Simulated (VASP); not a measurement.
# Fe2O3 (Hematite) (R-3c) in VASP: notebook, part 2 of 3

VASP 6.6.1. Earlier steps stand in the parts before.

### Step 3. Phonons, PBE+U, collinear spin, ferromagnetic start

File POSCAR:

```
Fe2O3
1.0
    2.5618044517      1.4790584918      4.6230885957
   -2.5618044517      1.4790584918      4.6230885957
    0.0000000000     -2.9581169836      4.6230885957
  Fe              O
     4     6
Direct
     0.3537798880072972    0.3537798880072972    0.3537798880072972
     0.1462201119927027    0.1462201119927027    0.1462201119927027
     0.6462201119927027    0.6462201119927027    0.6462201119927027
     0.8537798880072973    0.8537798880072973    0.8537798880072973
     0.5544837197285397    0.9455162802714603    0.2500000000000000
     0.2499999999999787    0.5544837197285112    0.9455162802715101
     0.9455162802714888    0.2500000000000213    0.5544837197284899
     0.4455162802714603    0.0544837197285397    0.7500000000000000
     0.7500000000000284    0.4455162802714887    0.0544837197284899
     0.0544837197285113    0.7499999999999716    0.4455162802715100
```

File INCAR.step1:

```
SYSTEM = Fe2O3
ALGO = Normal ; AMIX = 0.2
AMIX_MAG = 0.8 ; BMIX = 1E-4
BMIX_MAG = 1E-4 ; EDIFF = 1E-8
EDIFFG = -0.002 ; ENCUT = 600
GGA = PE ; IBRION = 2
ISIF = 3 ; ISMEAR = 0
ISPIN = 2 ; KPAR = 4
LASPH = .TRUE. ; LCHARG = .FALSE.
LDAU = .TRUE. ; LDAUJ = 0 0
LDAUL = 2 -1 ; LDAUPRINT = 1
LDAUTYPE = 2 ; LDAUU = 4 0
LMAXMIX = 4 ; LORBIT = 11
LREAL = .FALSE. ; LWAVE = .FALSE.
MAGMOM = 5 5 5 5 0 0 0 0 0 0 ; NELM = 150
NSW = 40 ; PREC = Accurate
SIGMA = 0.03
```

File INCAR.step2:

```
SYSTEM = Fe2O3
ALGO = Normal ; AMIX = 0.2
AMIX_MAG = 0.8 ; BMIX = 1E-4
BMIX_MAG = 1E-4 ; EDIFF = 1E-8
ENCUT = 600 ; GGA = PE
IBRION = 6 ; ISIF = 2
ISMEAR = 0 ; ISPIN = 2
KPAR = 4 ; LASPH = .TRUE.
LCHARG = .FALSE. ; LDAU = .TRUE.
LDAUJ = 0 0 ; LDAUL = 2 -1
LDAUPRINT = 1 ; LDAUTYPE = 2
LDAUU = 4 0 ; LMAXMIX = 4
LORBIT = 11 ; LREAL = .FALSE.
LWAVE = .FALSE. ; MAGMOM = 5 5 5 5 0 0 0 0 0 0
NELM = 150 ; NFREE = 2
NSW = 1 ; POTIM = 0.015
PREC = Accurate ; SIGMA = 0.03
```

File KPOINTS:

```
k-points
0
G
  9 9 7
  0 0 0
```

Potentials or basis: VASP PAW PBE potentials, release 64 (Fe, O).

Command:

```bash
$ cat potpaw_PBE.64/Fe/POTCAR potpaw_PBE.64/O/POTCAR > POTCAR
$ cp INCAR.step1 INCAR
$ mpirun -np 4 vasp_std > vasp.out
$ cp CONTCAR POSCAR
$ cp INCAR.step2 INCAR
$ mpirun -np 4 vasp_std > vasp.out
```

OUTCAR:

```text
SYSTEM = Fe2O3
   AMIX = 0.2
   AMIX_MAG = 0.8
   EDIFF = 1E-8
   ENCUT = 600
   GGA = PE
   IBRION = 6
   ISIF = 2
   ISMEAR = 0
   ISPIN = 2
   LASPH = .TRUE.
   LORBIT = 11
   LREAL = .FALSE.
   NELM = 150
   NFREE = 2
   NSW = 1
   POTIM = 0.015
   PREC = Accurate

 ion  position               nearest neighbor table
   1  0.354  0.354  0.354-  10 1.99   8 1.99   9 1.99   5 2.12   7 2.12   6 2.12   2 2.88   3 3.01
                             3 3.01   3 3.01
   2  0.146  0.146  0.146-   9 1.99   8 1.99  10 1.99   5 2.12   6 2.12   7 2.12   1 2.88   4 3.01
                             4 3.01   4 3.01
   3  0.646  0.646  0.646-   7 1.99   5 1.99   6 1.99   8 2.12  10 2.12   9 2.12   4 2.88   1 3.01
                             1 3.01   1 3.01
   4  0.854  0.854  0.854-   6 1.99   5 1.99   7 1.99   8 2.12   9 2.12  10 2.12   3 2.88   2 3.01
                             2 3.01   2 3.01
   5  0.555  0.945  0.250-   3 1.99   4 1.99   1 2.12   2 2.12
   6  0.250  0.555  0.945-   4 1.99   3 1.99   2 2.12   1 2.12
   7  0.945  0.250  0.555-   3 1.99   4 1.99   1 2.12   2 2.12
   8  0.445  0.055  0.750-   1 1.99   2 1.99   3 2.12   4 2.12
   9  0.750  0.445  0.055-   2 1.99   1 1.99   4 2.12   3 2.12
  10  0.055  0.750  0.445-   1 1.99   2 1.99   3 2.12   4 2.12

  LATTYP: Found a trigonal (rhomboedric) cell.
 ALAT       =     5.4897195772
 COS(alpha) =     0.5645697331

  Lattice vectors:

 A1 = (   2.5615006432,   1.4788830879,   4.6247854332)
[... 2978 lines left out ...]
  -------------------------------------------------------------------------------------
  Total        0.0074748      0.0065226      0.0025140      0.0306744     -0.0005590     -0.0180118
  in kB        0.1139307      0.0994175      0.0383177      0.4675363     -0.0085207     -0.2745340
  external PRESSURE =       0.0838887 kB  Pullay stress =       0.0000000 kB
[... 25 lines left out ...]
  FREE ENERGIE OF THE ION-ELECTRON SYSTEM (eV)
  ---------------------------------------------------
  free  energy   TOTEN  =       -67.5663413475 eV

  energy  without entropy=      -67.5663413475  energy(sigma->0) =      -67.56634135

 INTERNAL STRAIN TENSORS FROM DISPLACED ATOMS
 ============================================

 INTERNAL STRAIN TENSOR FOR ION    1 for displacements in x,y,z  (eV/Angst):
          X           Y           Z          XY          YZ          ZX
  --------------------------------------------------------------------------------
  x    -2.88919     2.88919     0.00000    -3.81447    -1.64542     4.87754
  y    -3.81447     3.81447     0.00000     2.88919     4.87746     1.64535
  z     1.84494     1.84494    -4.78080    -0.00003     0.00000     0.00000
[... 8 lines left out ...]
 INTERNAL STRAIN TENSOR FOR ION   10 for displacements in x,y,z  (eV/Angst):
          X           Y           Z          XY          YZ          ZX
  --------------------------------------------------------------------------------
  x     1.05298    -1.91665     0.36759    -0.43287    -1.67317    -2.42332
  y    -0.31510    -1.18081     0.63668    -1.98462     2.42323    -1.12497
  z    -1.76957     1.76957     0.00000    -1.02166     1.03247     0.59620

 Eigenvectors and eigenvalues of the dynamical matrix
   1 f  =   18.933029 THz   118.959732 2PiTHz  631.537883 cm-1    78.300683 meV
   2 f  =   16.780332 THz   105.433934 2PiTHz  559.731618 cm-1    69.397845 meV
   3 f  =   16.571512 THz   104.121883 2PiTHz  552.766151 cm-1    68.534237 meV
   4 f  =   16.571512 THz   104.121883 2PiTHz  552.766151 cm-1    68.534237 meV
   5 f  =   14.314914 THz    89.943257 2PiTHz  477.494131 cm-1    59.201700 meV
   6 f  =   14.314914 THz    89.943257 2PiTHz  477.494131 cm-1    59.201700 meV
[... 19 lines left out ...]
  26 f  =    6.546074 THz    41.130194 2PiTHz  218.353512 cm-1    27.072373 meV
  27 f  =    4.884018 THz    30.687189 2PiTHz  162.913298 cm-1    20.198666 meV
  28 f/i=    0.004626 THz     0.029066 2PiTHz    0.154306 cm-1     0.019132 meV
  29 f/i=    0.004626 THz     0.029066 2PiTHz    0.154306 cm-1     0.019132 meV
  30 f/i=    0.009115 THz     0.057269 2PiTHz    0.304032 cm-1     0.037695 meV

 ELASTIC MODULI CONTR FROM IONIC RELAXATION (kBar)
 Direction    XX          YY          ZZ          XY          YZ          ZX
 --------------------------------------------------------------------------------
 XX        -206.2616    145.2829     66.0154      0.0000     52.3179      0.0000
 YY         145.2829   -206.2616     66.0154      0.0000    -52.3179     -0.0000
 ZZ          66.0154     66.0154   -153.7924     -0.0000      0.0000     -0.0000
 XY           0.0000      0.0000     -0.0000   -175.7722      0.0000     52.3210
 YZ          52.3179    -52.3179      0.0000      0.0000   -138.1649      0.0000
 ZX           0.0000     -0.0000     -0.0000     52.3210      0.0000   -138.1696
 --------------------------------------------------------------------------------

 total charge

# of ion       s       p       d       tot
------------------------------------------
    1        0.368   0.515   5.770   6.653
    2        0.368   0.515   5.770   6.653
    3        0.368   0.515   5.770   6.653
    4        0.368   0.515   5.770   6.653
    5        1.555   3.472   0.000   5.027
    6        1.555   3.472   0.000   5.027
    7        1.555   3.472   0.000   5.027
    8        1.555   3.472   0.000   5.027
    9        1.555   3.472   0.000   5.027
   10        1.555   3.472   0.000   5.027
--------------------------------------------------
tot         10.804  22.892  23.079  56.775

 magnetization (x)

# of ion       s       p       d       tot
------------------------------------------
    1        0.026   0.040   4.263   4.330
    2        0.026   0.040   4.263   4.330
    3        0.026   0.040   4.263   4.330
    4        0.026   0.040   4.263   4.330
    5        0.021   0.350   0.000   0.372
    6        0.021   0.350   0.000   0.372
    7        0.021   0.350   0.000   0.372
    8        0.021   0.350   0.000   0.372
    9        0.021   0.350   0.000   0.372
   10        0.021   0.350   0.000   0.372
--------------------------------------------------
tot          0.233   2.263  17.052  19.549
```

OUTCAR.step1:

```text
SYSTEM = Fe2O3
   AMIX = 0.2
   AMIX_MAG = 0.8
   EDIFF = 1E-8
   EDIFFG = -0.002
   ENCUT = 600
[... 2974 lines left out ...]
--------------------------------------------------
tot         10.803  22.892  23.079  56.774

 magnetization (x)

# of ion       s       p       d       tot
------------------------------------------
    1        0.026   0.040   4.263   4.330
    2        0.026   0.040   4.263   4.330
    3        0.026   0.040   4.263   4.330
    4        0.026   0.040   4.263   4.330
    5        0.021   0.350   0.000   0.372
    6        0.021   0.350   0.000   0.372
    7        0.021   0.350   0.000   0.372
    8        0.021   0.350   0.000   0.372
    9        0.021   0.350   0.000   0.372
   10        0.021   0.350   0.000   0.372
--------------------------------------------------
tot          0.233   2.263  17.053  19.549
```

It took 2.2 h on 4 MPI ranks of Intel Xeon Platinum 8559C (Emerald Rapids), shared host; peak memory 3.8 GiB.

Results:

```yaml
Net_moment: 20.00 μB per cell
Site_moments: Fe +4.33; O +0.37 μB
Valence_electrons_inside_the_program's_atomic_spheres: Fe 6.65; O 5.03
Highest_phonon_frequency_at_Γ_LO-TO_splitting_left_out: 632 cm⁻¹
```

Phonon frequencies in cm⁻¹ (negative: imaginary):
```csv
q point,frequencies
"(0.000, 0.000, 0.000)",0 0 0 163 218 219 219 225 225 255 268 268 284 284 294 294 338 385 385 385 399 399 459 474 477 477 553 553 560 632
```

Eigenvalues of the final occupation matrices:
| site | spin | trace | eigenvalues |
| --- | --- | --- | --- |
| site 1 d | 1 | 5.03 | 0.98 0.98 0.98 1.04 1.05 |
| site 1 d | 2 | 0.76 | 0.07 0.07 0.08 0.28 0.28 |
| site 2 d | 1 | 5.03 | 0.98 0.98 0.98 1.04 1.05 |
| site 2 d | 2 | 0.76 | 0.07 0.07 0.08 0.28 0.28 |
| site 3 d | 1 | 5.03 | 0.98 0.98 0.98 1.04 1.05 |
| site 3 d | 2 | 0.76 | 0.06 0.07 0.08 0.28 0.28 |
| site 4 d | 1 | 5.03 | 0.98 0.98 0.98 1.05 1.05 |
| site 4 d | 2 | 0.76 | 0.07 0.07 0.08 0.28 0.28 |

Caveat: only a ferromagnetic start was run, and an antiferromagnetic order may lie lower in energy. The state reached can hang on the start; a lower one may exist.

### Step 4. Single point, PBE+U, collinear spin, ferromagnetic start

This run uses another cell than the first one, of 10.09 Å³/atom, 0.959 times its volume.

File INCAR:

```
SYSTEM = Fe2O3
  ALGO = Normal
  AMIX = 0.2
  AMIX_MAG = 0.8
  BMIX = 1E-4
  BMIX_MAG = 1E-4
  EDIFF = 1E-6
  ENCUT = 600
  GGA = PE
  ISIF = 2
  ISMEAR = 0
  ISPIN = 2
  KPAR = 4
  LASPH = .True.
  LCHARG = .False.
  LDAU = .True.
  LDAUJ = 0 0
  LDAUL = 2 -1
  LDAUPRINT = 1
  LDAUTYPE = 2
  LDAUU = 4 0
  LMAXMIX = 4
  LORBIT = 11
  LREAL = .False.
  LWAVE = .False.
  MAGMOM = 5 5 5 5 0 0 0 0 0 0
  NBANDS = 49
  NELM = 150
  PREC = Accurate
  SIGMA = 0.03
```

File KPOINTS:

```
k-points
0
Gamma
  9 9 7
  0 0 0
```

File POSCAR:

```
Fe2O3
1.0
    2.5190000000      1.4543453300      4.5906666700
   -2.5190000000      1.4543453300      4.5906666700
    0.0000000000     -2.9086906600      4.5906666700
Fe O
4 6
Direct
    0.3553000000      0.3553000000      0.3553000000
    0.1447000000      0.1447000000      0.1447000000
    0.6447000000      0.6447000000      0.6447000000
    0.8553000000      0.8553000000      0.8553000000
    0.5559000000      0.9441000000      0.2500000000
    0.2500000000      0.5559000000      0.9441000000
    0.9441000000      0.2500000000      0.5559000000
    0.4441000000      0.0559000000      0.7500000000
    0.7500000000      0.4441000000      0.0559000000
    0.0559000000      0.7500000000      0.4441000000
```

Potentials or basis: VASP PAW PBE potentials, release 64 (Fe, O).

Command:

```bash
$ cat potpaw_PBE.64/Fe/POTCAR potpaw_PBE.64/O/POTCAR > POTCAR
$ mpirun -np 4 vasp_std > vasp.out
```

OUTCAR:

```text
SYSTEM = Fe2O3
   AMIX = 0.2
   AMIX_MAG = 0.8
   EDIFF = 1E-6
   ENCUT = 600
   GGA = PE
   ISIF = 2
   ISMEAR = 0
   ISPIN = 2
   LASPH = .True.
   LORBIT = 11
   LREAL = .False.
   NELM = 150
   PREC = Accurate

 ion  position               nearest neighbor table
   1  0.355  0.355  0.355-  10 1.95   8 1.95   9 1.95   5 2.12   6 2.12   7 2.12   2 2.90   3 2.97
                             3 2.97   3 2.97
   2  0.145  0.145  0.145-   9 1.95   8 1.95  10 1.95   5 2.12   7 2.12   6 2.12   1 2.90   4 2.97
                             4 2.97   4 2.97
   3  0.645  0.645  0.645-   7 1.95   5 1.95   6 1.95   8 2.12   9 2.12  10 2.12   4 2.90   1 2.97
[... 2784 lines left out ...]
      0.97788     -1.45435      5.73833         0.149795     -0.000000      0.000000
      0.77056      1.57404      5.73833        -0.074897      0.129726     -0.000000
     -1.74844     -0.11969      5.73833        -0.074897     -0.129726     -0.000000
 -----------------------------------------------------------------------------------
    total drift:                               -0.000000      0.000000      0.000000

  FREE ENERGIE OF THE ION-ELECTRON SYSTEM (eV)
  ---------------------------------------------------
  free  energy   TOTEN  =       -67.4219516590 eV

  energy  without entropy=      -67.4219516590  energy(sigma->0) =      -67.42195166

 total charge

# of ion       s       p       d       tot
------------------------------------------
    1        0.385   0.557   5.811   6.753
    2        0.385   0.557   5.811   6.753
    3        0.385   0.557   5.811   6.753
    4        0.385   0.557   5.811   6.753
    5        1.556   3.497   0.000   5.053
    6        1.556   3.497   0.000   5.053
    7        1.556   3.497   0.000   5.053
    8        1.556   3.497   0.000   5.053
    9        1.556   3.497   0.000   5.053
   10        1.556   3.497   0.000   5.053
--------------------------------------------------
tot         10.876  23.207  23.246  57.329

 magnetization (x)

# of ion       s       p       d       tot
------------------------------------------
    1        0.027   0.045   4.268   4.339
    2        0.027   0.045   4.268   4.339
    3        0.027   0.045   4.268   4.339
    4        0.027   0.045   4.268   4.339
    5        0.022   0.349   0.000   0.371
    6        0.022   0.349   0.000   0.371
    7        0.022   0.349   0.000   0.371
    8        0.022   0.349   0.000   0.371
    9        0.022   0.349   0.000   0.371
   10        0.022   0.349   0.000   0.371
--------------------------------------------------
tot          0.238   2.275  17.071  19.584
```

It took 23 min on 4 MPI ranks of Intel Xeon Platinum 8375C at 2.90GHz (Ice Lake), shared host; peak memory 1.3 GiB.

Results:

| Property | Result |
| --- | --- |
| Free energy | -67.4220 eV |
| Pressure | 8.8 GPa |
| Largest force | 0.320 eV/Å |
| Band gap on the k mesh | 1.01 eV, indirect (least direct gap 1.27 eV) |
| Net moment | 20.00 μB per cell |
| Site moments | Fe +4.34; O +0.37 μB |
| Valence electrons inside the program's atomic spheres | Fe 6.75; O 5.05 |

Forces on the atoms (eV/Å):
```
Fe   0.000  0.000 -0.320
Fe   0.000  0.000  0.320
Fe   0.000  0.000  0.320
Fe   0.000  0.000 -0.320
O   -0.150  0.000  0.000
O    0.075 -0.130  0.000
O    0.075  0.130  0.000
O    0.150  0.000  0.000
O   -0.075  0.130  0.000
O   -0.075 -0.130  0.000
```

Levels at points of the mesh, in eV from the valence-band top:
Spin up:
```
           k point  band 40  band 41  band 42  band 43  band 44  band 45  band 46  band 47  band 48  band 49
(0.00, 0.00, 0.00)    -0.96    -0.55    -0.55     0.00     0.00     4.28     8.19    10.29    10.60    11.25
```
Spin down:
| k point | band 22 | band 23 | band 24 | band 25 | band 26 | band 27 |
| --- | --- | --- | --- | --- | --- | --- |
| (0.00, 0.00, 0.00) | -1.20 | -1.20 | -1.08 | 1.32 | 1.32 | 1.34 |

Eigenvalues of the final occupation matrices:
```tsv
site	spin	trace	eigenvalues
site 1 d	1	5.06	0.98 0.98 0.98 1.05 1.05
site 1 d	2	0.78	0.07 0.07 0.08 0.28 0.28
site 2 d	1	5.06	0.98 0.98 0.98 1.05 1.05
site 2 d	2	0.78	0.07 0.07 0.08 0.28 0.28
site 3 d	1	5.06	0.98 0.98 0.98 1.05 1.05
site 3 d	2	0.78	0.07 0.07 0.08 0.28 0.28
site 4 d	1	5.06	0.98 0.98 0.98 1.05 1.05
site 4 d	2	0.78	0.07 0.07 0.08 0.28 0.28
```

Caveat: an odd mesh through Γ misses points on the zone boundary, where band edges often lie; only a ferromagnetic start was run, and an antiferromagnetic order may lie lower in energy. The state reached can hang on the start; a lower one may exist.

(Part 2 of 3 ends here.)
